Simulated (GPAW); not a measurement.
# Yb (Fm-3m) in GPAW: single point with PBE

Aim: the single point of Yb with PBE.

All numbers are computed with GPAW 26.7.0; they aren't measurements. Logs are shortened: lines on timing, memory, paths and dates and some standing lists are left out, and cuts for length are marked. The log counts tension as positive stress, the text compression.

### 1 Starting point

Symmetry: Fm-3m, No. 225, cubic system. The conventional cell has a = 5.486 Å, b = 5.486 Å, c = 5.486 Å, α = 90.00°, β = 90.00°, γ = 90.00°. Around Yb (site symmetry m-3m) lie 12 Yb at 3.88 Å.

### 2 Single point, PBE, collinear spin, ferromagnetic start

Input file run.py:

```python
from ase.io import read
from gpaw import PW
from gpaw.dft import DFT

atoms = read('Yb.xyz')
atoms.set_initial_magnetic_moments([1.0])

dft = DFT(atoms,
          mode=PW(800),
          xc='PBE',
          kpts={'size': (8, 8, 8), 'gamma': True},
          occupations={'name': 'fermi-dirac', 'width': 0.05},
          nbands=24,
          convergence={'density': 1e-05, 'energy': 1e-05},
          maxiter=150,
          txt='gpaw.txt')
print(f'Energy: {dft.calculate_energy():.6f} eV')
print('Forces (eV/A):')
print(dft.calculate_forces().round(4))
print('Stress (eV/A^3):', dft.calculate_stress().round(6))
print('Moments:', dft.magmoms()[1].round(3))
dft.write_gpw_file('gs.gpw')
```

Input file Yb.xyz:

```xyz
1
Lattice="0.0000000000 2.7431000000 2.7431000000 2.7431000000 0.0000000000 2.7431000000 2.7431000000 2.7431000000 0.0000000000" Properties=species:S:1:pos:R:3 pbc="T T T"
Yb     0.0000000000      0.0000000000      0.0000000000
```

Potentials or basis: GPAW PAW data sets (gpaw-data 1.2.1), pw.

The run is started by

```bash
> OMP_NUM_THREADS=1 python run.py
```

gpaw.txt:

```text
Diagonalizing LCAO Hamiltonian
Converting LCAO to pw mode

       Yb

Atoms  # Å, Bohr magnetons
|   | symbol |        x |        y |        z |    initial magnetic moments |
|---|--------|----------|----------|----------|-----------------------------|
| 0 |     Yb | 0.000000 | 0.000000 | 0.000000 | ( 0.0000,  0.0000,  1.0000) |

Unit cell  # Å
| periodic |        x |        y |        z |  lengths |    angles |
|----------|----------|----------|----------|----------|-----------|
|      yes | 0.000000 | 2.743100 | 2.743100 | 3.879329 | 60.000000 |
|      yes | 2.743100 | 0.000000 | 2.743100 | 3.879329 | 60.000000 |
|      yes | 2.743100 | 2.743100 | 0.000000 | 3.879329 | 60.000000 |

Number of symmetries: 48
Symmetry operations  # r_c * U_cc + t_c -> r_c
|    | kind |            matrix            |
|----|------|------------------------------|
|  0 |  σ   |  1, 0, 0,  1, 0,-1,  1,-1, 0 |
|  1 |  C2  |  1, 0, 0,  1,-1, 0,  1, 0,-1 |
|  2 |  E   |  1, 0, 0,  0, 1, 0,  0, 0, 1 |
|  3 |  σ   |  1, 0, 0,  0, 0, 1,  0, 1, 0 |
|  4 |  C4  |  1, 0,-1,  1, 0, 0,  1,-1, 0 |
|  5 |  S6  |  1, 0,-1,  1,-1, 0,  1, 0, 0 |
|  6 |  σ   |  1, 0,-1,  0, 1,-1,  0, 0,-1 |
|  7 |  C3  |  1, 0,-1,  0, 0,-1,  0, 1,-1 |
|  8 |  S6  |  1,-1, 0,  1, 0, 0,  1, 0,-1 |
|  9 |  C4  |  1,-1, 0,  1, 0,-1,  1, 0, 0 |
| 10 |  C3  |  1,-1, 0,  0,-1, 1,  0,-1, 0 |
| 11 |  σ   |  1,-1, 0,  0,-1, 0,  0,-1, 1 |
| 12 |  σ   |  0, 1, 0,  1, 0, 0,  0, 0, 1 |
| 13 |  C4  |  0, 1, 0,  0, 1,-1, -1, 1, 0 |
| 14 |  C3  |  0, 1, 0,  0, 0, 1,  1, 0, 0 |
| 15 |  S6  |  0, 1, 0, -1, 1, 0,  0, 1,-1 |
| 16 |  C2  |  0, 1,-1,  1, 0,-1,  0, 0,-1 |
| 17 |  σ   |  0, 1,-1,  0, 1, 0, -1, 1, 0 |
| 18 |  S4  |  0, 1,-1,  0, 0,-1,  1, 0,-1 |
| 19 |  C4  |  0, 1,-1, -1, 1, 0,  0, 1, 0 |
| 20 |  C3  |  0, 0, 1,  1, 0, 0,  0, 1, 0 |
| 21 |  σ   |  0, 0, 1,  0, 1, 0,  1, 0, 0 |
| 22 |  S6  |  0, 0, 1,  0,-1, 1, -1, 0, 1 |
| 23 |  C4  |  0, 0, 1, -1, 0, 1,  0,-1, 1 |
| 24 |  S4  |  0, 0,-1,  1, 0,-1,  0, 1,-1 |
| 25 |  C3  |  0, 0,-1,  0, 1,-1,  1, 0,-1 |
| 26 |  C2  |  0, 0,-1,  0,-1, 0, -1, 0, 0 |
| 27 |  S6  |  0, 0,-1, -1, 0, 0,  0,-1, 0 |
| 28 |  S4  |  0,-1, 1,  1,-1, 0,  0,-1, 0 |
| 29 |  C4  |  0,-1, 1,  0, 0, 1, -1, 0, 1 |
| 30 |  C2  |  0,-1, 1,  0,-1, 0,  1,-1, 0 |
| 31 |  σ   |  0,-1, 1, -1, 0, 1,  0, 0, 1 |
| 32 |  C3  |  0,-1, 0,  1,-1, 0,  0,-1, 1 |
| 33 |  S6  |  0,-1, 0,  0, 0,-1, -1, 0, 0 |
| 34 |  S4  |  0,-1, 0,  0,-1, 1,  1,-1, 0 |
| 35 |  C2  |  0,-1, 0, -1, 0, 0,  0, 0,-1 |
| 36 |  C2  | -1, 1, 0,  0, 1, 0,  0, 1,-1 |
| 37 |  S6  | -1, 1, 0,  0, 1,-1,  0, 1, 0 |
| 38 |  S4  | -1, 1, 0, -1, 0, 1, -1, 0, 0 |
| 39 |  C3  | -1, 1, 0, -1, 0, 0, -1, 0, 1 |
| 40 |  S6  | -1, 0, 1,  0, 0, 1,  0,-1, 1 |
| 41 |  C2  | -1, 0, 1,  0,-1, 1,  0, 0, 1 |
| 42 |  C3  | -1, 0, 1, -1, 1, 0, -1, 0, 0 |
| 43 |  S4  | -1, 0, 1, -1, 0, 0, -1, 1, 0 |
| 44 |  C2  | -1, 0, 0,  0, 0,-1,  0,-1, 0 |
| 45 |  i   | -1, 0, 0,  0,-1, 0,  0, 0,-1 |
| 46 |  σ   | -1, 0, 0, -1, 1, 0, -1, 0, 1 |
| 47 |  C2  | -1, 0, 0, -1, 0, 1, -1, 1, 0 |

BZ-sampling:
  Number of BZ points: 512
  Number of IBZ points: 29

  Monkhorst-Pack size: [8, 8, 8]
  Monkhorst-Pack shift: [0.0625, 0.0625, 0.0625]

K-points  # in reciprocal-cell coordinates
|     |                                coordinates |     weight |
|-----|--------------------------------------------|------------|
|   0 | (  0.00000000,   0.00000000,   0.00000000) | 0.00195312 |
|   1 | (  0.12500000,   0.12500000,   0.00000000) | 0.01171875 |
|   2 | (  0.12500000,   0.12500000,   0.12500000) | 0.01562500 |
|   3 | (  0.25000000,   0.12500000,   0.12500000) | 0.02343750 |
|   4 | (  0.25000000,   0.25000000,   0.00000000) | 0.01171875 |
|   5 | (  0.25000000,   0.25000000,   0.12500000) | 0.04687500 |
|   6 | (  0.25000000,   0.25000000,   0.25000000) | 0.01562500 |
|   7 | (  0.37500000,   0.25000000,  -0.37500000) | 0.04687500 |
|   8 | (  0.37500000,   0.25000000,   0.12500000) | 0.04687500 |
|   9 | (  0.37500000,   0.25000000,   0.25000000) | 0.04687500 |
| ... |                                            |            |
|  28 | (  0.50000000,   0.50000000,   0.50000000) | 0.00781250 |

Plane wave coefficients: 2148
Cutoff: 800.0 eV

Spin-components: 2 (collinear spins)
Bands:           24
Projectors:      8
Spin-degeneracy: 1
Datatype:        complex128

Density:
  Valence electrons: 24.0
  Components: 2
  Grid points: [27 27 27]
  Charge: 0.0  # |e|

Potential:
  Grid points: [27 27 27]

species:
  Yb:
    name:    Ytterbium
    Z:       70.0
    valence: 24
    core:    46
    charge:  0.0  # [|e|]
    compensation charges:
      type: gauss
      rc: 0.35  # [Å]
      lmax: 2
    cutoffs:
      filter: 1.17  # [Å]
      core: 1.64  # [Å]
    projectors
    | kind |    occ | energy [eV] | rcut [Å] |
    |------|--------|-------------|----------|
    |   5s |  2.000 |     -54.928 |    1.164 |
    |   6s |  2.000 |      -3.920 |    1.164 |
    |   5p |  6.000 |     -27.426 |    1.164 |
    |   6p |  0.000 |      -1.107 |    1.164 |
    |   5d |  0.000 |      -0.667 |    1.164 |
    |   4f | 14.000 |      -3.009 |    1.164 |
    |    d |        |      26.544 |    1.164 |
    |    f |        |      24.202 |    1.164 |

    Using partial waves for Yb as LCAO basis

Reference energy: -382585.272641  # eV

eigensolver:
  PPCG
  Converge bands: occupied
  niter=2

density mixing:
  MSR1-Mixer
  Pratt-step length: 0.05
  Maximum mixing coefficient: 0.75
  Old densities: 10
  SVD Regularization: 0.005
  Good broyden scale: 1.0
  Trust region scale: 1.0
  Backstep threshold: 4.0
  History deletion threshold: 6.0
  Fourier metric: weight=20.0, sigma=0.015

occupation numbers:
  Fermi-Dirac:
    width: 0.0500  # eV

poisson solver:
  ecut: 6400.0  # eV

xc functional:
[... 7 lines left out ...]

SCF iterations
|iter     | |      energy | eigst |  dens |  magmom |
|---------|-|-------------|-------|-------|---------|
|iter:   1| |   -6.515512 | +0.01 |       |  +0.8338|
|iter:   2| |   -5.010974 | -1.97 | -0.93 |  +0.7972|
|iter:   3| |   -6.941580 | -0.19 | -0.98 |  +0.3817|
|iter:   4| |   -1.907482 | -0.52 | -0.43 |  +0.5973|
|iter:   5| |   -1.505919 | -2.13 | -1.20 |  +0.4328|
|iter:   6| |   -1.351065 | -2.49 | -1.34 |  +0.2040|
|iter:   7| |   -1.246968 | -2.68 | -1.53 |  +0.1563|
|iter:   8| |   -1.327506 | -1.89 | -1.68 |  +0.0234|
|iter:   9| |   -1.497223 | -1.42 | -1.21 |  +0.1229|
|iter:  10| |   -1.223632 | -2.05 | -1.49 |  +0.0820|
|iter:  11| |   -1.197219 | -3.09 | -1.81 |  +0.0246|
|iter:  12| |   -1.188048 | -3.21 | -2.12 |  -0.0124|
|iter:  13| |   -1.188180 | -5.29 | -2.27 |  -0.0207|
|iter:  14| |   -1.188333 | -4.59 | -2.26 |  -0.0348|
|iter:  15| |   -1.189665 | -4.54 | -2.51 |  -0.0189|
|iter:  16| |   -1.189570 | -6.51 | -3.16 |  -0.0098|
|iter:  17| |   -1.189518c| -6.67 | -3.52 |  -0.0048|
|iter:  18| |   -1.189574c| -7.14 | -3.64 |  -0.0014|
|iter:  19| |   -1.189591c| -7.41c| -4.32 |  -0.0012|
|iter:  20| |   -1.189579c| -8.40c| -4.44 |  -0.0006|
|iter:  21| |   -1.189582c| -7.58c| -4.59 |  -0.0003|
|iter:  22| |   -1.189588c| -7.52c| -4.86 |  -0.0001|
|iter:  23| |   -1.189589c| -8.68c| -5.58c|  -0.0000|
SCF steps: 23
Energy contributions relative to reference atoms: (reference = -382585.272641)

Energy contributions:
  Kinetic:         -23.487940
  Coulomb:          22.307722
  Zero:              0.211481
  External:          0.000000
  Xc:               -0.213643
  Entropy:          -0.014418
  Spinorbit:         0.000000
  ----------------------------
  Free energy:      -1.196798
  Extrapolated:     -1.189589

Forces  # eV/Ang
|       x |        y |       z |
|---------|----------|---------|
| 0.00000 | -0.00000 | 0.00000 |  # Yb   0

Stress tensor  # eV/Ang^3
|         x |         y |        z |
|-----------|-----------|----------|
|  0.012976 | -0.000000 | 0.000000 |
| -0.000000 |  0.012976 | 0.000000 |
|  0.000000 |  0.000000 | 0.012976 |

Total magnetic moment: (0.000000, 0.000000, -0.000013)

Local magnetic moments
|        x |        y |         z |
|----------|----------|-----------|
| 0.000000 | 0.000000 | -0.000004 |  # Yb   0

Writing to gs.gpw (mode='')

  __  _  _
 | _ |_)|_||  |
 |__||  | ||/\| - 26.7.0

Input parameters:
  mode=PW(ecut=800.0),
  convergence={'density': 1e-05, 'energy': 1e-05},
  kpts=MonkhorstPack(size=(8, 8, 8), gamma=True),
  maxiter=150,
  nbands=24,
  occupations=Occupations(name='fermi-dirac', width=0.05),
  xc=XC(name='PBE')
# Writing to gs.gpw (mode='')
```

Wall time 2.6 min (1 thread of Arm Neoverse V1, shared host); peak memory 0.24 GiB.

Results:

* Free energy: -1.1968 eV
* Pressure: -2.1 GPa
* Band gap on the k mesh: none (metal or under the smearing width)
* Net moment: 0.00 μB per cell

Caveat: one-centre terms of the f shell are cut off; spin-orbit coupling is left out, which moves the levels of the heavy elements.

### 3 For comparison

An earlier run on the cell as given: functional PBE; potentials or basis GPAW PAW data sets (gpaw-data 1.2.1); cutoff 800 eV; basis pw; k mesh 8 × 8 × 8; occupations fermi-dirac, width 0.05 eV; collinear spin, ferromagnetic start; starting moments [1.0] μB.

- Pressure: -2.1 GPa
- Band gap on the k mesh: none (metal or under the smearing width)
- Net moment: 0.00 μB per cell
